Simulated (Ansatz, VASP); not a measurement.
One calculation of Nb, two programs

INCAR

```
PREC = Accurate
ENCUT = 520
EDIFF = 1E-7
ISMEAR = -1
SIGMA = 0.03
LREAL = F
LASPH = T
NELM = 80
ALGO = Normal
ISIF = 2
LWAVE = F
LCHARG = F
NBANDS = 12
```

KPOINTS

```
regular mesh
0
Gamma
  13 13 13
```

Contents of POSCAR:

```
Nb
1.0
    0.0000000000      2.0718246199      2.0718246199
    2.0718246199      0.0000000000      2.0718246199
    2.0718246199      2.0718246199      0.0000000000
Nb
1
Direct
    0.0000000000      0.0000000000      0.0000000000
```

Input for Ansatz:

```yaml
crystal:
  lattice:
    - [0.0, 2.0718246199, 2.0718246199]
    - [2.0718246199, 0.0, 2.0718246199]
    - [2.0718246199, 2.0718246199, 0.0]
  atoms:
    - { symbol: Nb, position: [0.0, 0.0, 0.0] }
kpoints:
  mp_grid: { grid: [13, 13, 13] }
  band_path:
    path:
      - [0.0, 0.0, 0.0]
      - [0.5, 0.0, 0.5]
      - [0.625, 0.25, 0.625]
      - [0.375, 0.375, 0.75]
      - [0.0, 0.0, 0.0]
      - [0.5, 0.5, 0.5]
      - [0.5, 0.25, 0.75]
      - [0.5, 0.0, 0.5]
    npoints: 5
scf:
  occupations: { method: fermi_dirac, width: 0.03 }
hamiltonian:
  xc: lda
  pseudopotentials: { kind: all_electron, lapw: { basis_error: 0.0005 } }
output:
  forces: true
  stress: true
  eigenvalues: true
```

Change from the starting cell: volume scaled by 0.94.

Alike in both runs: task single point; functional LDA; k mesh 13 × 13 × 13; occupations fermi-dirac, width 0.03 eV; no spin polarisation.

```csv
,VASP,Ansatz
version,VASP 6.6.1,Ansatz 0.2.0
potentials or method,"VASP PAW LDA potentials, release 64 (Nb_sv)","all-electron LAPW, scalar-relativistic"
plane-wave cutoff (eV),520,see its input
```

Ansatz gave:

* pressure (GPa): -0.1

Problem. Estimate VASP's values.

Solution. Pressure (GPa): -0.3.

Ansatz ran all-electron here, so the differences hold the error of VASP's frozen core and of both bases.
